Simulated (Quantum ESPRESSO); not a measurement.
# C (P6_3/mmc) in Quantum ESPRESSO: single point with PBE

Aim: the single point of C with PBE.

The COD entry that gives the cell may itself be a prediction, so a difference from it is no test against experiment.

Everything below comes from runs of Quantum ESPRESSO 7.5. Logs are shortened: lines on timing, memory, paths and dates and some standing lists are left out, and cuts for length are marked.

### Step 1. Starting point

Symmetry: P6_3/mmc, No. 194, hexagonal system. Conventional cell: a = 2.522 Å, b = 2.522 Å, c = 12.356 Å, α = 90.00°, β = 90.00°, γ = 120.00°. C (site symmetry 3m) has 4 C at 1.54 Å as nearest neighbours. Around C (site symmetry 3m) lie 4 C at 1.54 Å. C (site symmetry 3m) is surrounded by 4 C at 1.54 Å.

This is a hexagonal form of diamond, not graphite.

### Step 2. Single point, PBE

Input file run.py:

```python
import numpy as np
from ase.calculators.espresso import Espresso, EspressoProfile
from ase.io import read

atoms = read('POSCAR')

input_data = {
    'control': {'calculation': 'scf', 'prefix': 'pwscf', 'outdir': './tmp', 'tprnfor': True, 'tstress': True, 'disk_io': 'nowf'},
    'system': {'ecutwfc': 55.0, 'ecutrho': 440.0, 'nbnd': 33, 'occupations': 'smearing', 'smearing': 'fd', 'degauss': 0.00367493},
    'electrons': {'conv_thr': 2.4e-09, 'electron_maxstep': 120, 'mixing_beta': 0.5},
}
pseudopotentials = {'C': 'C.pbe-n-kjpaw_psl.1.0.0.UPF'}
profile = EspressoProfile(command='pw.x', pseudo_dir='pseudo')
dft = Espresso(profile=profile, input_data=input_data, pseudopotentials=pseudopotentials, kpts=(12, 12, 3), koffset=(0, 0, 0))
atoms.calc = dft

print(f'energy {atoms.get_potential_energy():.8f} eV')
print('forces (eV/A)')
print(np.round(atoms.get_forces(), 6))
print('stress (eV/A^3, Voigt)')
print(np.round(atoms.get_stress(), 8))
print(f'Fermi level {dft.get_fermi_level():.4f} eV')
```

Input file POSCAR:

```
C
1.0
    2.5221000000      0.0000000000      0.0000000000
   -1.2610500000      2.1842026709      0.0000000000
    0.0000000000      0.0000000000     12.3557000000
C
12
Direct
    0.6666666667      0.3333333333      0.3541700000
    0.3333333333      0.6666666667      0.8541700000
    0.6666666667      0.3333333333      0.1458300000
    0.3333333333      0.6666666667      0.6458300000
    0.6666666667      0.3333333333      0.4791700000
    0.3333333333      0.6666666667      0.9791700000
    0.6666666667      0.3333333333      0.0208300000
    0.3333333333      0.6666666667      0.5208300000
    0.0000000000      0.0000000000      0.8125000000
    0.0000000000      0.0000000000      0.3125000000
    0.0000000000      0.0000000000      0.6875000000
    0.0000000000      0.0000000000      0.1875000000
```

Potentials or basis: SSSP 1.3 efficiency PBE.

The run is started by

```sh
OMP_NUM_THREADS=1 python run.py
```

The log of the run:

```text
energy -3009.54157403 eV
forces (eV/A)
[[ 0.       -0.        0.309418]
 [ 0.        0.        0.309418]
 [-0.       -0.       -0.309418]
 [ 0.        0.       -0.309418]
 [ 0.        0.       -0.026769]
 [ 0.       -0.       -0.026769]
 [-0.        0.        0.026769]
 [-0.       -0.        0.026769]
 [-0.       -0.        0.330805]
 [ 0.        0.        0.330805]
 [ 0.        0.       -0.330805]
 [-0.        0.       -0.330805]]
stress (eV/A^3, Voigt)
[ 0.0030088   0.0030088  -0.04805729 -0.         -0.         -0.        ]
Fermi level 16.6958 eV
```

espresso.pwi:

```text
&CONTROL
   calculation      = 'scf'
   tstress          = .true.
   tprnfor          = .true.
   outdir           = './tmp'
   prefix           = 'pwscf'
   disk_io          = 'nowf'
   pseudo_dir       = 'pseudo'
/
&SYSTEM
   nbnd             = 33
   ecutwfc          = 55.0
   ecutrho          = 440.0
   occupations      = 'smearing'
   degauss          = 0.00367493
   smearing         = 'fd'
   ntyp             = 1
   nat              = 12
   ibrav            = 0
/
&ELECTRONS
   electron_maxstep = 120
   conv_thr         = 2.4e-09
   mixing_beta      = 0.5
/
&IONS
/
&CELL
/
&FCP
/
&RISM
/
ATOMIC_SPECIES
C 12.011 C.pbe-n-kjpaw_psl.1.0.0.UPF

K_POINTS automatic
12 12 3  0 0 0

CELL_PARAMETERS angstrom
2.52210000000000 0.00000000000000 0.00000000000000
-1.26105000000000 2.18420267090000 0.00000000000000
0.00000000000000 0.00000000000000 12.35570000000000

ATOMIC_POSITIONS angstrom
C 1.2610500001 0.7280675569 4.3760182690  
C -0.0000000001 1.4561351140 10.5538682690  
C 1.2610500001 0.7280675569 1.8018317310  
C -0.0000000001 1.4561351140 7.9796817310  
C 1.2610500001 0.7280675569 5.9204807690  
C -0.0000000001 1.4561351140 12.0983307690  
C 1.2610500001 0.7280675569 0.2573692310  
C -0.0000000001 1.4561351140 6.4352192310  
C 0.0000000000 0.0000000000 10.0390062500  
C 0.0000000000 0.0000000000 3.8611562500  
C 0.0000000000 0.0000000000 8.4945437500  
C 0.0000000000 0.0000000000 2.3166937500
```

espresso.pwo:

```text
This program is part of the open-source Quantum ESPRESSO suite
     for quantum simulation of materials; please cite
         "P. Giannozzi et al., J. Phys.:Condens. Matter 21 395502 (2009);
         "P. Giannozzi et al., J. Phys.:Condens. Matter 29 465901 (2017);
         "P. Giannozzi et al., J. Chem. Phys. 152 154105 (2020);
     in publications or presentations arising from this work. More details at

Warning: card &CELL ignored
Warning: card &FCP ignored
Warning: card &RISM ignored

     file C.pbe-n-kjpaw_psl.1.0.0.UPF: wavefunction(s)  2S 2P renormalized
     Message from routine setup:
     using ibrav=0 with symmetry is DISCOURAGED, use correct ibrav instead

     G-vector sticks info
     --------------------
     sticks:   dense  smooth     PW     G-vecs:    dense   smooth      PW
     Sum         685     349    109                71495    25383    4441

     Using Slab Decomposition

     bravais-lattice index     =            0
     lattice parameter (alat)  =       4.7661  a.u.
     unit-cell volume          =     459.3241 (a.u.)^3
     number of atoms/cell      =           12
     number of atomic types    =            1
     number of electrons       =        48.00
     number of Kohn-Sham states=           33
     kinetic-energy cutoff     =      55.0000  Ry
     charge density cutoff     =     440.0000  Ry
     scf convergence threshold =      2.4E-09
     mixing beta               =       0.5000
     number of iterations used =            8  plain     mixing
     Exchange-correlation= SLA  PW   PBX  PBC
                           (   1   4   3   4   0   0   0)

     celldm(1)=   4.766078  celldm(2)=   0.000000  celldm(3)=   0.000000
     celldm(4)=   0.000000  celldm(5)=   0.000000  celldm(6)=   0.000000

     crystal axes: (cart. coord. in units of alat)
               a(1) = (   1.000000   0.000000   0.000000 )
[... 159 lines left out ...]

    -8.1380  -7.3927  -7.3476  -5.1280  -5.1052  -2.3394  -0.0397   3.9680
     4.0111   9.5724   9.6473  10.4810  10.4810  10.9298  10.9298  11.0863
    11.0863  12.3146  12.3146  12.4586  12.4586  13.2930  13.4439  13.4439
    18.7567  18.7567  19.1214  19.8284  19.8285  20.3386  20.3386  20.4250
    20.9681
[... 83 lines left out ...]
    -3.9377  -3.7016  -2.7706  -2.1110  -0.5767   0.0962   0.8493   1.1740
     1.6088   2.1687   3.6244   4.5002   4.9244   5.8590   7.2758   7.4989
     7.5139   8.0306   8.3444   8.9180   9.5781   9.9552  10.1101  10.5382
    17.9647  18.2374  19.1010  19.5780  19.9309  20.2787  21.1317  21.6859
    22.0504

          k = 0.0000-0.5774 0.0000 (  3164 PWs)   bands (ev):

    -2.6595  -2.5453  -2.0337  -1.5693  -1.1416  -0.4807   0.7836   0.9226
     1.0138   1.2030   3.1359   3.3044   5.4839   5.5789   7.0435   7.5673
     7.6908   7.7221   7.9732   9.1268   9.3816   9.3856   9.8099  10.5529
    17.9842  18.5566  18.7188  19.0779  20.2956  20.4155  20.5235  21.8231
    21.8838

          k = 0.0000-0.5774 0.0680 (  3148 PWs)   bands (ev):

    -2.6309  -2.5731  -1.9758  -1.7820  -0.7979  -0.4277   0.1972   0.4115
     1.7365   1.9519   2.6668   2.8487   5.8819   5.9257   7.1191   7.3188
     7.3430   7.4704   8.1913   8.7669   9.4909   9.7804   9.9624  10.3916
    18.0605  18.2785  19.1089  19.2147  19.6785  19.7780  21.1742  21.7223
    22.1115
[... 187 lines left out ...]
    -0.9221  -0.9221  -0.6989  -0.6354  -0.3985  -0.3985   1.5882   1.5882
     1.7888   2.1555   2.5805   2.5805   3.9518   3.9518   4.3687   5.0980
     5.3466   5.3466   7.5314   7.5314   7.8056   8.3986   8.7412   8.7412
    19.2285  19.2285  20.1152  21.1560  21.9260  21.9260  24.5262  24.6404
    24.6404

     the Fermi energy is    16.6958 ev

!    total energy              =    -221.19724516 Ry
     total all-electron energy =      -914.366419 Ry
     estimated scf accuracy    <          8.6E-10 Ry
     smearing contrib. (-TS)   =      -0.00000000 Ry
     internal energy E=F+TS    =    -221.19724516 Ry

     The total energy is F=E-TS. E is the sum of the following terms:
     one-electron contribution =      50.67981440 Ry
     hartree contribution      =      11.70759844 Ry
     xc contribution           =     -56.25866630 Ry
     ewald contribution        =    -153.37127034 Ry
     one-center paw contrib.   =     -73.95472136 Ry

     convergence has been achieved in   9 iterations

     Forces acting on atoms (cartesian axes, Ry/au):

     atom    1 type  1   force =     0.00000000   -0.00000000    0.01203443
     atom    2 type  1   force =     0.00000000    0.00000000    0.01203443
     atom    3 type  1   force =    -0.00000000   -0.00000000   -0.01203443
     atom    4 type  1   force =     0.00000000    0.00000000   -0.01203443
     atom    5 type  1   force =     0.00000000    0.00000000   -0.00104113
     atom    6 type  1   force =     0.00000000   -0.00000000   -0.00104113
     atom    7 type  1   force =    -0.00000000    0.00000000    0.00104113
     atom    8 type  1   force =    -0.00000000   -0.00000000    0.00104113
     atom    9 type  1   force =    -0.00000000   -0.00000000    0.01286626
     atom   10 type  1   force =     0.00000000    0.00000000    0.01286626
     atom   11 type  1   force =     0.00000000    0.00000000   -0.01286626
     atom   12 type  1   force =    -0.00000000    0.00000000   -0.01286626

     Total force =     0.035296     Total SCF correction =     0.000059

     Computing stress (Cartesian axis) and pressure

          total   stress  (Ry/bohr**3)                   (kbar)     P=       22.45
  -0.00003277   0.00000000   0.00000000           -4.82        0.00        0.00
   0.00000000  -0.00003277   0.00000000            0.00       -4.82        0.00
   0.00000000   0.00000000   0.00052341            0.00        0.00       77.00

=------------------------------------------------------------------------------=
   JOB DONE.
=------------------------------------------------------------------------------=
```

It took 77 s on 1 thread of Intel Xeon at 2.70GHz, shared host; peak memory 0.2 GiB.

Results:

```yaml
Free_energy: -3009.5418 eV
Pressure: 2.2 GPa
Largest_force: 0.331 eV/Å
Band_gap_on_the_k_mesh: 4.39 eV, indirect (least direct gap 5.31 eV)
```

Forces on the atoms (eV/Å):
```
C    0.000  0.000  0.309
C    0.000  0.000  0.309
C    0.000  0.000 -0.309
C    0.000  0.000 -0.309
C    0.000  0.000 -0.027
C    0.000  0.000 -0.027
C    0.000  0.000  0.027
C    0.000  0.000  0.027
C    0.000  0.000  0.331
C    0.000  0.000  0.331
C    0.000  0.000 -0.331
C    0.000  0.000 -0.331
```

Caveat: an odd mesh through Γ misses points on the zone boundary, where band edges often lie.
